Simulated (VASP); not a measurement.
Here is a VASP 6.6.1 calculation.

File POSCAR:

```
TePb
1.0
    0.0000000000      3.2310000000      3.2310000000
    3.2310000000      0.0000000000      3.2310000000
    3.2310000000      3.2310000000      0.0000000000
Pb Te
1 1
Direct
    0.0000000000      0.0000000000      0.0000000000
    0.5000000000      0.5000000000      0.5000000000
```

INCAR.step1

```
SYSTEM = TePb
PREC = Accurate
ENCUT = 450
EDIFF = 1E-8
ISMEAR = 0
SIGMA = 0.01
LREAL = .FALSE.
LASPH = .TRUE.
NELM = 80
ALGO = Normal
LWAVE = .TRUE.
LCHARG = .FALSE.
GGA = PE
```

INCAR.step2

```
SYSTEM = TePb
PREC = Accurate
ENCUT = 450
EDIFF = 1E-8
ISMEAR = 0
SIGMA = 0.01
LREAL = .FALSE.
LASPH = .TRUE.
NELM = 1
ALGO = Exact
LWAVE = .TRUE.
LCHARG = .FALSE.
GGA = PE
NBANDS = 292
LOPTICS = .TRUE.
ISTART = 1
```

File INCAR.step3:

```
SYSTEM = TePb
PREC = Accurate
ENCUT = 450
EDIFF = 1E-8
ISMEAR = 0
SIGMA = 0.01
LREAL = .FALSE.
LASPH = .TRUE.
ALGO = EVGW0
LWAVE = .TRUE.
LCHARG = .FALSE.
GGA = PE
NELMGW = 1
NBANDS = 292
ENCUTGW = 150
NOMEGA = 64
PRECFOCK = Fast
ISTART = 1
NBANDSGW = 19
```

Contents of INCAR.step4:

```
SYSTEM = TePb
PREC = Accurate
ENCUT = 450
EDIFF = 1E-8
ISMEAR = 0
SIGMA = 0.01
LREAL = .FALSE.
LASPH = .TRUE.
ALGO = BSE
LWAVE = .FALSE.
LCHARG = .FALSE.
GGA = PE
NBANDS = 292
ENCUTGW = 150
NBANDSO = 3
NBANDSV = 4
ANTIRES = 0
OMEGAMAX = 20
PRECFOCK = Fast
ISTART = 1
NBSEEIG = 10
```

The input KPOINTS:

```
regular mesh
0
G
  4 4 4
  0 0 0
```

Potentials or basis: VASP PAW PBE potentials, release 64 (Pb_d_GW, Te_GW).

Run with:

```bash
$ cat potpaw_PBE.64/Pb_d_GW/POTCAR potpaw_PBE.64/Te_GW/POTCAR > POTCAR
$ cp INCAR.step1 INCAR
$ mpirun -np 1 vasp_std > vasp.out
$ cp INCAR.step2 INCAR
$ mpirun -np 1 vasp_std > vasp.out
$ cp INCAR.step3 INCAR
$ mpirun -np 1 vasp_std > vasp.out
$ cp INCAR.step4 INCAR
$ mpirun -np 1 vasp_std > vasp.out
```

Problem. Estimate the quasiparticle gap.

Solution. 1.49 eV.

Problem. What does it give for the least direct quasiparticle gap?

Solution. 1.49 eV.

Problem. Estimate the band gap on the k mesh, mean-field level.

Solution. 0.73 eV, direct.

Dielectric function (mean over the directions given):
| energy (eV) | real part | imaginary part |
| --- | --- | --- |
| 0.32 | 35.21 | 0.63 |
| 1.28 | 64.06 | 23.89 |
| 2.32 | 12.37 | 63.31 |
| 3.36 | -20.99 | 10.95 |
| 4.40 | -8.47 | 1.74 |
| 5.45 | -2.44 | 0.66 |
| 6.49 | -0.32 | 2.75 |
| 7.53 | -0.65 | 2.17 |
| 8.57 | -3.16 | 1.12 |
| 9.61 | -1.69 | 0.15 |
| 10.57 | -1.04 | 0.24 |
| 11.61 | -0.83 | 0.11 |
| 12.65 | -0.41 | 0.03 |
| 13.69 | -0.16 | 0.02 |
| 14.73 | 0.02 | 0.02 |
| 15.78 | 0.16 | 0.01 |
| 16.82 | 0.27 | 0.01 |
| 17.86 | 0.36 | 0.01 |
| 18.90 | 0.43 | 0.01 |
| 19.94 | 0.49 | 0.01 |

Caveat: the k mesh is coarse (spacing up to 0.42 Å⁻¹), so the values aren't converged; bands, screening cutoff and mesh are small and nothing is extrapolated, so the quasiparticle values aren't converged; spectra need much finer meshes, so this one isn't converged; spin-orbit coupling is left out, which as a rule narrows the gap of such compounds by several tenths of an eV. A k mesh can miss the band edges.
